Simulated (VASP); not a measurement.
# TiAl₃: convergence, self-consistent run

TiAl₃, P1 (no. 1), 32 atoms in the cell. PBE; PAW potentials Ti_sv, Al (PBE set). VASP 6.6.1.

Wanted: energy within 2 meV/atom; forces within 0.01 eV/Å.

What the run is for: forces in a large cell; Accuracy asked: standard; Cell repeated: 2 × 2 × 2.

POSCAR:
```
TiAl3
1.0
    7.9113425000      0.0000000000      0.0000000000
    0.0000000000      7.9113425000      0.0000000000
    0.0000000000      0.0000000000      7.9113425000
Ti Al
8 24
Direct
    0.0015600000     -0.0011290000     -0.0027960000
   -0.0007600000      0.0042750000      0.4980640000
    0.0007230000      0.5034760000      0.0017620000
   -0.0101190000      0.4990660000      0.5046210000
    0.5047070000      0.0045230000     -0.0012080000
    0.5015980000      0.0015690000      0.4994300000
    0.5010680000      0.4960360000     -0.0059970000
    0.5055690000      0.5024290000      0.5055750000
    0.0016640000      0.2508220000      0.2487100000
   -0.0007840000      0.2489120000      0.7544360000
    0.0046260000      0.7568570000      0.2489490000
    0.0023320000      0.7557860000      0.7533200000
    0.4951620000      0.2500080000      0.2499460000
    0.4994360000      0.2517230000      0.7424160000
    0.4973450000      0.7493160000      0.2470590000
[... 4 lines left out ...]
    0.2472500000      0.5007360000      0.7562850000
    0.7479630000     -0.0023980000      0.2511810000
    0.7477970000      0.0014760000      0.7497590000
    0.7441400000      0.5021600000      0.2425530000
    0.7471350000      0.4996500000      0.7541880000
    0.2474250000      0.2488510000      0.0059990000
    0.2523560000      0.2482870000      0.5002280000
    0.2504110000      0.7483930000     -0.0029760000
    0.2454400000      0.7520830000      0.5027760000
    0.7480470000      0.2478110000     -0.0016840000
    0.7492110000      0.2476390000      0.4985490000
    0.7480510000      0.7445560000     -0.0010150000
    0.7513640000      0.7521490000      0.4975650000
```

The series start from Plane-wave cutoff (eV): 320; Projection operators (LREAL): Auto, ROPT -0.00025; Precision mode (PREC): Normal; Electronic threshold (eV): 1e-5; Parallel layout: defaults; Electronic algorithm: ALGO=Normal. Each series keeps the choices made before it, and each single choice may use up half of a tolerance.

## Plane-wave cutoff (eV)

| Plane-wave cutoff (eV) | Energy less reference (meV/atom) | Forces, largest deviation (eV/Å) | SCF iterations | Time (s) |
|---|---|---|---|---|
| 250 | 8.4 | 0.011 | 19 | 20 |
| 280 | 6.2 | 0.010 | 19 | 18 |
| 320 | 4.0 | 0.008 | 19 | 28 |
| 360 | 2.6 | 0.011 | 19 | 28 |
| 440 (reference) | 0.0 | 0.000 | 19 | 36 |

Chosen: 440; the next looser run is off by more than half of the tolerance, so convergence isn't shown beyond this value.

## Projection operators (LREAL)

| Projection operators (LREAL) | Energy less reference (meV/atom) | Forces, largest deviation (eV/Å) | SCF iterations | Time (s) |
|---|---|---|---|---|
| Auto, ROPT -0.005 | -2.7 | 0.159 | 19 | 32 |
| Auto, ROPT -0.002 | 0.2 | 0.092 | 19 | 32 |
| Auto, ROPT -0.001 | 2.0 | 0.094 | 19 | 32 |
| Auto, ROPT -0.0005 | 0.0 | 0.018 | 19 | 33 |
| Auto, ROPT -0.00025 | -0.3 | 0.006 | 19 | 36 |
| Auto, ROPT -0.0001 | -0.1 | 0.001 | 19 | 38 |
| False (reference) | 0.0 | 0.000 | 19 | 54 |

Chosen: Auto, ROPT -0.0001, the loosest value from which every tighter one stays within half of the tolerance.

## Precision mode (PREC)

| Precision mode (PREC) | Energy less reference (meV/atom) | Forces, largest deviation (eV/Å) | SCF iterations | Time (s) |
|---|---|---|---|---|
| SingleN | -1.0 | 0.015 | 19 | 34 |
| Normal | 0.0 | 0.001 | 19 | 38 |
| Accurate (reference) | 0.0 | 0.000 | 19 | 64 |

Chosen: Normal.

## Electronic threshold (eV)

| Electronic threshold (eV) | Energy less reference (meV/atom) | Forces, largest deviation (eV/Å) | SCF iterations | Time (s) |
|---|---|---|---|---|
| 0.001 | 0.0 | 0.013 | 15 | 26 |
| 0.0001 | 0.0 | 0.005 | 17 | 29 |
| 1e-5 | 0.0 | 0.000 | 19 | 38 |
| 1e-6 | 0.0 | 0.000 | 22 | 36 |
| 1e-7 (reference) | 0.0 | 0.000 | 25 | 40 |

Chosen: 0.0001.

## Parallel layout

| Parallel layout | Energy less reference (meV/atom) | Forces, largest deviation (eV/Å) | SCF iterations | Time (s) |
|---|---|---|---|---|
| defaults | 0.0 | 0.000 | 17 | 29 |
| NCORE=2 | 0.0 | 0.000 | 17 | 28 |
| NCORE=4 | 0.0 | 0.007 | 17 | 28 |
| NCORE=8 | 0.0 | 0.007 | 17 | 29 |
| KPAR=2 | 0.0 | 0.000 | 17 | 31 |
| KPAR=2 NCORE=2 | 0.0 | 0.007 | 17 | 31 |
| KPAR=4 | 0.0 | 0.007 | 17 | 34 |
| KPAR=4 NCORE=2 | 0.0 | 0.007 | 17 | 33 |
| NPAR=2 | 0.0 | 0.007 | 17 | 31 |

Chosen: defaults; no other choice that stays within half of the tolerance saves 30 % of the time.

## Electronic algorithm

| Electronic algorithm | Energy less reference (meV/atom) | Forces, largest deviation (eV/Å) | SCF iterations | Time (s) |
|---|---|---|---|---|
| ALGO=Normal | 0.0 | 0.000 | 17 | 29 |
| ALGO=Fast | 0.1 | 0.016 | 24 | 54 |
| ALGO=VeryFast | no result | no result | 120 | 246 |
| ALGO=All ISEARCH=1 | 0.1 | 0.026 | 36 | 71 |

Chosen: ALGO=Normal.

## All choices together

| Input | Energy less reference (meV/atom) | Forces, largest deviation (eV/Å) | Time (s) |
|---|---|---|---|
| the program's defaults (naive) | 7.1 | 0.030 | 24 |
| chosen settings | -0.1 | 0.005 | 29 |
| reference settings throughout | 0.0 | 0.000 | 113 |

The chosen settings stay within the tolerance of the reference run, but the reference itself isn't shown to be converged in: Plane-wave cutoff (eV).

## The input

INCAR:
```
ALGO = Normal ; EDIFF = 1E-4
ENCUT = 440 ; GGA = PE
GGA_COMPAT = False ; ISIF = 2
ISMEAR = 1 ; ISYM = 0
LASPH = True ; LCHARG = False
LREAL = Auto ; LWAVE = False
NELM = 120 ; PREC = Normal
ROPT = -0.0001 -0.0001 ; SIGMA = 0.1
```

KPOINTS:
```
k-points
0
Gamma
  2 2 2
```

Commands:
```
cat potpaw_PBE.64/Ti_sv/POTCAR potpaw_PBE.64/Al/POTCAR > POTCAR
mpirun -np 8 vasp_std > vasp.out
```

Limits: Only the k mesh 2 × 2 × 2 was run, so its error is untested.

The chosen input took VASP 6.6.1 29 s on 8 cores (Intel Xeon Platinum 8488C (Sapphire Rapids)), a shared host.

## An input that fails: Gamma-only program on a mesh of k points

VASP's message: You are using the Gamma-point-only version with more than one k-point or some other non-Gamma k-point.

Changes against the starting input:
```
- NELM = 120
+ NELM = 89
- vasp_std
+ vasp_gam
(KPOINTS)
-k-points
+Automatic mesh
+  0 0 0
```
